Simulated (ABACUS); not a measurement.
## NiO in ABACUS: the effect of exact exchange share

NiO:

```
Ni O
1.0
     0.00000    2.08590    2.08590
     2.08590    0.00000    2.08590
     2.08590    2.08590    0.00000
Ni O
1 1
Direct
  0.00000 0.00000 0.00000
  0.50000 0.50000 0.50000
```

Alike in all runs:

```yaml
Program: ABACUS 3.10.1
Task: single point
Potentials_or_basis: SG15 ONCV 1.2 PBE
Cutoff: 1361 eV
Density_cutoff: 5442 eV
Basis: DZP LCAO (the cutoffs set its grid)
k_mesh: 5 × 5 × 5
Occupations: fermi-dirac, width 0.05 eV
Spin: collinear spin, ferromagnetic start
Starting_moments: "[1.0, 0.0] μB"
```

```csv
exact exchange share,functional,gap on the mesh (eV)
0.1,"HSE-type (share 0.1, screening 0.11/bohr)",0.49
0.25,"HSE-type (share 0.25, screening 0.11/bohr)",?
0.4,"HSE-type (share 0.4, screening 0.11/bohr)",4.12
```

**Question.** What does the run with exact exchange share 0.25 give?

**Answer.** gap on the mesh 2.26 eV.

Caveats: all runs use coarse meshes; the atomic orbitals were generated for these runs and aren't a published set; gaps of hybrids in this basis differ from plane-wave ones by up to 0.1 eV; an odd mesh through Γ misses points on the zone boundary, where band edges often lie; the basis of atomic orbitals isn't converged, which shifts pressures, moduli and gaps; a cell with one magnetic atom can't hold antiferromagnetic order, which such compounds often take.

Runs at the PBE level aren't shown here.
